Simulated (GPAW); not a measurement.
**PbS: energy against volume and a worked fit**

```
CELL_PARAMETERS angstrom
0.00000 2.96575 2.96575
2.96575 0.00000 2.96575
2.96575 2.96575 0.00000
ATOMIC_POSITIONS crystal
Pb 0.00000 0.00000 0.00000
S 0.50000 0.50000 0.50000
```

The cell was scaled at fixed shape and fractions and run with GPAW, PAW data sets generated for this functional, cutoff 600 eV; BP86+D3(zero damping), k mesh 6 × 6 × 6 on the cell of 2 atoms, fermi-dirac occupations of 0.05 eV, no spin polarisation, no spin-orbit coupling. Energies are those that the program minimises, any entropy of the smearing included.

```csv
V (Å³/atom),energy over the lowest row (meV/atom)
24.5206,20.787
25.0423,9.816
25.5641,3.003
26.0858,0.000
26.6075,0.452
27.1292,?
27.6509,10.273
```

Q: Fit the third-order Birch-Murnaghan form, give V0, B0 and B′, and predict the energy left open.

A: With y = (V0/V)^(2/3), E = E0 + (9 V0 B0/16) [(y - 1)³ B′ + (y - 1)² (6 - 4y)]. Least squares through the rows shown give V0 = 26.2765 Å³/atom, E0 = -0.210 meV, B0 = 50.99 GPa (1 eV/Å³ = 160.218 GPa) and B′ = 4.11, with a largest miss of 0.014 meV. At V = 27.1292 the form with these constants gives 3.960 meV; the run gave 3.979 meV an atom. Measured volume: 26.15 Å³/atom at 300 K (a printed reference work), so the fit lies +0.5 % from it. The runs are for a static lattice.
